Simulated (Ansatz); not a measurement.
**Structural energy differences of tin**

The calculation used DFT, BLYP, plane waves (420 eV) with PAW, scalar-relativistic in Ansatz 0.2.0. The PAW files were generated under PBE, with cores re-solved for the functional.

Each structure is relaxed within its own symmetry, so a high-lying one may be dynamically unstable.

```csv
structure,ΔE (meV/atom),V (Å³/atom),cell,magnetic state
alpha-Sn (diamond),0,39.56,a = 6.814 Å,spin not included
simple cubic,197,31.97,a = 3.174 Å,spin not included
beta-Sn (white tin),204,31.20,"a = 6.135 Å, c = 3.316 Å (c/a = 0.540)",spin not included
fcc,266,30.87,a = 4.980 Å,spin not included
dhcp,267,30.78,"a = 3.508 Å, c = 11.552 Å (c/a = 3.293)",spin not included
hcp,272,30.66,"a = 3.493 Å, c = 5.802 Å (c/a = 1.661)",spin not included
omega (AlB2-type),276,31.01,"a = 5.697 Å, c = 3.310 Å (c/a = 0.581)",spin not included
bcc,284,30.57,a = 3.940 Å,spin not included
A15,319,31.92,a = 6.344 Å,spin not included
```

ΔE counts from alpha-Sn (diamond).

Differences under about 8 meV lie within the error of the k-point mesh.

This functional, with no dispersion term, lets the cell expand far past the measured one (alpha-Sn (diamond)).
